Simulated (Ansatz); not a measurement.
# Co (simple hexagonal type): how the settings move a single-point run

Question: which choices in the input matter for Co (simple hexagonal type)?

Program: Ansatz 0.2.0. Level of theory: reference: DFT, PBE, all-electron LAPW, scalar-relativistic. These are calculated values, not measurements.

1 further run of the same task is left out (it didn't finish).

**1. The system as given**

It takes space group P6/mmm (No. 191, hexagonal). The conventional cell has a = 2.234 Å, b = 2.234 Å, c = 2.113 Å, α = 90.00°, β = 90.00°, γ = 120.00°. Co (site symmetry 6/mmm) has 8 Co at 2.11 to 2.23 Å as nearest neighbours.

Coordinates:

```
CELL_PARAMETERS angstrom
2.23442 0.00000 0.00000
-1.11721 1.93507 0.00000
0.00000 0.00000 2.11299
ATOMIC_POSITIONS crystal
Co 0.00000 0.00000 0.00000
```

**2. The reference run**

The input, input.yaml:

```yaml
crystal:
  lattice:
    - [2.2344247764, 0.0, 0.0]
    - [-1.1172123882, 1.9350686192, 0.0]
    - [0.0, 0.0, 2.1129864142]
  atoms:
    - { symbol: Co, position: [0.0, 0.0, 0.0], spin: 1.7 }
magnetization:
  spin_polarized: true
kpoints:
  mp_grid: { grid: [18, 18, 17] }
scf:
  occupations: { method: fermi_dirac, width: 0.1 }
hamiltonian:
  xc: pbe
  pseudopotentials: { kind: all_electron, lapw: { basis_error: 0.001 } }
output:
  forces: true
  stress: true
  eigenvalues: true
  populations: true
```

Run with:

```
$ ansatz run input.yaml --threads 1 --pin off --max-ram 3072MiB --backend cpu --events-out ev --progress --plain --runs-dir out
```

Excerpt of the output:

```text
[...]
Basis set: ecut = 449.0424363369858 eV, 199 PW (Γ), exchange–correlation at level 2
[...]
Magnetic group: BNS 191.233 (UNI 1463), of the structure as read, at distance tolerance 2.1e-5 Å
k-points: 333 of 5508
[...]
SCF iter   1: F=—  HF=-37916.520690 eV  |F-HF|=—  |Δ(HF+E_count)|=         —  Δρ=3.30e-2 (↑2.94e-2 ↓3.30e-2)  dr2=1.73e-2  dr2_m=7.56e-2  M=1.216 μB ∫|m|=1.226 μB  β_m=0.30  ethr=1.02e-4  ⟨swp⟩=3.0  Hψ=68197  notcnv=0
[...]
preconditioner: auto → none  [metal: Δε(μ)=0.008 eV  Ē_g=18.531 eV  σ=0.100 eV  W_gap=0.02  n_scr=2 (ndim 8)  ℏωp=36.9 eV  f_vac=0.000  D(μ)=1.44/eV (n_scr^D=20)  sad-step TF]
SCF iter   2: F=—  HF=-37916.533752 eV  |F-HF|=—  |Δ(HF+E_count)|=   1.31e-2  Δρ=2.55e-2 (↑2.19e-2 ↓2.55e-2)  dr2=1.25e-2  dr2_m=4.31e-2  M=1.189 μB ∫|m|=1.203 μB  β_m=0.65  ethr=1.02e-4  ⟨swp⟩=2.0  Hψ=24060  notcnv=0
[...]
SCF iter   7: F=—  HF=-37916.549383 eV  |F-HF|=—  |Δ(HF+E_count)|=   1.37e-6  Δρ=1.75e-5 (↑8.76e-6 ↓1.75e-5)  dr2=6.88e-9  dr2_m=1.31e-8  M=1.081 μB ∫|m|=1.109 μB  β_m=0.96  ethr=3.04e-10  ⟨swp⟩=3.0  Hψ=27195  notcnv=0
SCF iter   8: F=-37916.549383 eV  HF=-37916.549383 eV  |F-HF|=1.12e-8  |Δ(HF+E_count)|=   3.52e-8  Δρ=4.80e-6 (↑4.16e-6 ↓4.80e-6)  dr2=4.42e-9  dr2_m=3.16e-10  M=1.081 μB ∫|m|=1.109 μB  ethr=4.05e-11  ⟨swp⟩=3.0  Hψ=26590  notcnv=0
[...]
SCF converged after 8 iterations
Magnetization: 1.0809 μB (9.0405 up, 7.9595 down)
[...]
Free energy (F): -37916.549383 eV
[...]
E sigma→0 (E₀):  -37916.524635 eV
[...]
Fermi energy:    23.575047 eV
[...]
  P = ⅓ Tr σ = 77.9296 GPa (779.296 kbar)
[...]
```

It took 55 s on 1 thread of Arm Neoverse V1, shared host; peak memory 0.58 GiB.

**3. Changed: dispersion d3bjatm**

input.yaml: that of step 2 with these lines changed.

```diff
@@ -16,2 +16,3 @@
   pseudopotentials: { kind: all_electron, lapw: { basis_error: 0.001 } }
+  dispersion: d3bjatm
 output:
```

Run with:

```
$ ansatz run input.yaml --threads 1 --pin off --max-ram 3072MiB --backend cpu --events-out ev --progress --plain --runs-dir out
```

Log:

```text
Co: projections on atomic orbitals take those of the free atom 1s2 2s2 2p6 3s2 3p6 3d7 4s2, of charge +0.00 (hamiltonian.pseudopotentials.projection_atoms)
LAPW: plane waves up to 10.856 Å⁻¹, error target 1.0e-3 eV per atom; small_component_spin mean_spin; Co in spheres of 1.056 Å, 17 of its electrons in bands, Dirac shells []
Engine: ansatz 0.2.0
Pseudopotentials: kind: all_electron
Pseudopotential: Co, LAPW, valence charge 17, Koelling and Harmon's equation, gaussian nucleus
Functional definition: PBE
  parameter kappa = 0.804
  parameter beta = 0.06672455060314922
  exchange = pbe_x(kappa = kappa, mu = beta*pi^2/3)
  correlation = pbe_c(beta = beta)
Crystal: 1 atoms, lattice volume = 9.136 Å³
Basis set: ecut = 449.0424363369858 eV, 199 PW (Γ), exchange–correlation at level 2
Bands: 14, of which v1, the nominal top of the filled ones, is band 9 counted from 1 (8 counted from 0)
Symmetry: 24 space group operations
Space group: P6/mmm (ITA 191), of the structure as read, at distance tolerance 2.1e-5 Å
Magnetic group: BNS 191.233 (UNI 1463), of the structure as read, at distance tolerance 2.1e-5 Å
k-points: 333 of 5508
Non-local potential: Co, projectors of the file, none
Initial density: superposition of atomic densities (chi_scale 0.1, normalization cell)
Starting moments: Σ|m| = 1.7 μB on 1 of 1 site
Initial wavefunctions: plane waves of lowest kinetic energy (no species holds an atomic orbital)
Functional: x = pbe(κ = 0.804, μ = 0.2195149727645171), c = pbe(β = 0.06672455060314922)
iter 1 solved again at ethr=1.02e-4 eV; its pass at ethr=1.00e-1 eV (dr2=1.74e-2 eV) is discarded
SCF iter   1: F=—  HF=-37916.958995 eV  |F-HF|=—  |Δ(HF+E_count)|=         —  Δρ=3.30e-2 (↑2.94e-2 ↓3.30e-2)  dr2=1.73e-2  dr2_m=7.56e-2  M=1.216 μB ∫|m|=1.226 μB  β_m=0.30  ethr=1.02e-4  ⟨swp⟩=3.0  Hψ=68197  notcnv=0
Mixer restart at iter 1: flushing history
preconditioner: auto → none  [metal: Δε(μ)=0.008 eV  Ē_g=18.531 eV  σ=0.100 eV  W_gap=0.02  n_scr=2 (ndim 8)  ℏωp=36.9 eV  f_vac=0.000  D(μ)=1.44/eV (n_scr^D=20)  sad-step TF]
SCF iter   2: F=—  HF=-37916.972058 eV  |F-HF|=—  |Δ(HF+E_count)|=   1.31e-2  Δρ=2.55e-2 (↑2.19e-2 ↓2.55e-2)  dr2=1.25e-2  dr2_m=4.31e-2  M=1.189 μB ∫|m|=1.203 μB  β_m=0.65  ethr=1.02e-4  ⟨swp⟩=2.0  Hψ=24060  notcnv=0
SCF iter   3: F=—  HF=-37917.002320 eV  |F-HF|=—  |Δ(HF+E_count)|=   3.03e-2  Δρ=7.22e-3 (↑7.22e-3 ↓3.65e-3)  dr2=3.25e-3  dr2_m=1.27e-3  M=1.077 μB ∫|m|=1.104 μB  β_m=0.50  ethr=7.34e-5  ⟨swp⟩=2.3  Hψ=26627  notcnv=0
iter 4 solved again at ethr=1.46e-7 eV; its pass at ethr=1.91e-5 eV (dr2=2.49e-5 eV) is discarded
SCF iter   4: F=—  HF=-37916.986731 eV  |F-HF|=—  |Δ(HF+E_count)|=   1.56e-2  Δρ=8.02e-4 (↑8.02e-4 ↓7.17e-4)  dr2=2.49e-5  dr2_m=3.48e-5  M=1.080 μB ∫|m|=1.110 μB  β_m=0.75  ethr=1.46e-7  ⟨swp⟩=2.5  Hψ=42875  notcnv=0
SCF iter   5: F=—  HF=-37916.987687 eV  |F-HF|=—  |Δ(HF+E_count)|=         —  Δρ=2.87e-4 (↑2.87e-4 ↓1.90e-4)  dr2=2.34e-6  dr2_m=3.39e-6  M=1.081 μB ∫|m|=1.110 μB  β_m=0.85  ethr=1.46e-7  ⟨swp⟩=2.4  Hψ=24359  notcnv=0
the basis was enlarged: its passes take 811.0 KiB over the memory plan, 2 of 2 planned eigensolver slots
SCF iter   6: F=—  HF=-37916.987687 eV  |F-HF|=—  |Δ(HF+E_count)|=   1.30e-7  Δρ=5.51e-5 (↑5.32e-5 ↓5.51e-5)  dr2=5.17e-8  dr2_m=2.33e-7  M=1.081 μB ∫|m|=1.110 μB  β_m=0.92  ethr=1.37e-8  ⟨swp⟩=3.0  Hψ=26738  notcnv=0
SCF iter   7: F=—  HF=-37916.987688 eV  |F-HF|=—  |Δ(HF+E_count)|=   1.37e-6  Δρ=1.75e-5 (↑8.76e-6 ↓1.75e-5)  dr2=6.88e-9  dr2_m=1.31e-8  M=1.081 μB ∫|m|=1.109 μB  β_m=0.96  ethr=3.04e-10  ⟨swp⟩=3.0  Hψ=27195  notcnv=0
SCF iter   8: F=-37916.987688 eV  HF=-37916.987688 eV  |F-HF|=1.12e-8  |Δ(HF+E_count)|=   3.52e-8  Δρ=4.80e-6 (↑4.16e-6 ↓4.80e-6)  dr2=4.42e-9  dr2_m=3.16e-10  M=1.081 μB ∫|m|=1.109 μB  ethr=4.05e-11  ⟨swp⟩=3.0  Hψ=26590  notcnv=0
SCF 1 converged in 8 iterations: F = -37916.987688 eV  dr2 = 4.42e-9
SCF converged after 8 iterations
Magnetization: 1.0809 μB (9.0405 up, 7.9595 down)
Absolute magnetization: 1.1093 μB (∫|ρ↑−ρ↓|)
Spin contamination: 0.0060 ħ² per cell (⟨S²⟩ above its minimum at these occupations)
Per-site moments (μB) at R_I (Å): [(1.0881837342976564, 1.056493191357023)]
Free energy (F): -37916.987688 eV
Harris-Foulkes:  -37916.987688 eV  (|F-HF|=1.12e-8)
Internal energy: -37916.938193 eV  (E = F + TS)
E sigma→0 (E₀):  -37916.962941 eV
Entropy (-TS):   -0.049495 eV (-49.495 meV/atom)
Fermi energy:    23.575047 eV
--- Per-component energies (eV) ---
  E_band       = -168.228783
  E_kinetic    = 38493.711716
  E_xc         = -1627.269077
  E_electrostatic = -74782.942526  (all electrons and nuclei)
  E_disp       = -0.438306  (pairwise vdW)
  E_smearing   = -0.049495  (= −TS)
  E_closure    = 0.000000  (closes the sum)
  E_atoms      = -37909.289263  (free atoms, spherical and without spin; not in F)
  Σ components = -37916.987688   (vs F -37916.987688, Δ=0.00e0)
  Basis errors (estimates in eV, not in F): energy 3.2e-4 per atom: plane waves 2.9e-4 (1.6e-4 summed), levels above the bands 2.7e-104, relativity 3.3e-8, radial functions 2.4e-5, core shells 1.5e-7; eigenvalues (radial functions only) 4.3e-6; not estimated: angular momenta, meshes, grids; target (lapw.basis_error) 1.0e-3; muffin-tin radii Co 1.056 Å
--- Forces (eV/Å), atoms counted from 1 ---
  atom   1  Co     0.00000000     0.00000000     0.00000000
  max |Σ_I F_I| component: 9.86e-32 eV/Å
--- Stress (GPa, compression-positive) ---
       71.104385      -0.000000       0.000000
       -0.000000      71.104385       0.000000
        0.000000       0.000000      70.813287
  P = ⅓ Tr σ = 71.0074 GPa (710.074 kbar)
--- Band table (eV; the first three rows and the last of 666) ---
  k-point 0 ↑: bands = ["-72.4944", "-35.3604", "-35.3064", "-35.3064", "13.3884", "18.2583", "20.7716", "20.7716", "23.4387", "23.4387", "46.2718", "47.7966", "52.4679", "54.4271"]
  k-point 1 ↑: bands = ["-72.4899", "-35.3902", "-35.3039", "-35.3039", "13.5167", "18.3378", "20.7875", "20.7875", "23.3754", "23.3754", "44.8667", "47.9048", "53.9160", "54.6433"]
  k-point 2 ↑: bands = ["-72.4770", "-35.4754", "-35.2966", "-35.2966", "13.8924", "18.5709", "20.8331", "20.8331", "23.1964", "23.1964", "42.2511", "48.2281", "55.2779", "55.2779"]
  k-point 332 ↓: bands = ["-70.8979", "-34.6886", "-34.5190", "-34.5190", "19.6146", "19.6146", "22.0500", "22.0500", "25.3418", "35.6807", "37.6689", "37.6689", "40.0733", "40.0733"]
--- Löwdin populations: 1 site ---
  site symbol       q [e]    m [muB]
     0     Co     26.8064     1.0982
  spilling = 0.007170 (of n_electrons = 27.000000)
```

Run time: 56 s. Hardware: 1 thread of Arm Neoverse V1, shared host; peak memory 0.63 GiB.

The energy moves by -438.3 meV/atom, nearly all of it the dispersion term itself (-438.3 meV/atom); that offset belongs to the model and is no gain or loss of stability; the pressure goes from 77.9 to 71.0 GPa.

**4. Comparison**

| run | ending | energy change | pressure (GPa) | abs. moment (μB) | force (eV/Å) | cycles | time |
| --- | --- | --- | --- | --- | --- | --- | --- |
| reference | converged | 0 | 77.9 | 1.11 | 0.00 | 8 | 55 s |
| 1: dispersion d3bjatm | converged | -438.3 meV/atom (offset of the dispersion model) | 71.0 | 1.11 | 0.00 | 8 | 56 s |

Residual by cycle in the longest SCF loop of each run; runs are numbered as in the table. The quantity is the density residual dr2, in eV.

| cycle | reference | run 1 |
| --- | --- | --- |
| 1 | 0.0173 | 0.0173 |
| 2 | 0.0125 | 0.0125 |
| 3 | 0.00325 | 0.00325 |
| 4 | 2.5e-5 | 2.5e-5 |
| 5 | 2.3e-6 | 2.3e-6 |
| 6 | 5.2e-8 | 5.2e-8 |
| 7 | 6.9e-9 | 6.9e-9 |
| 8 | 4.4e-9 | 4.4e-9 |

The energy moves by -438.3 meV/atom, nearly all of it the dispersion term itself (-438.3 meV/atom); that offset belongs to the model and is no gain or loss of stability; the pressure goes from 77.9 to 71.0 GPa. The structure is not at rest: the sound run finds 78 GPa, so these are no properties of the relaxed crystal. 
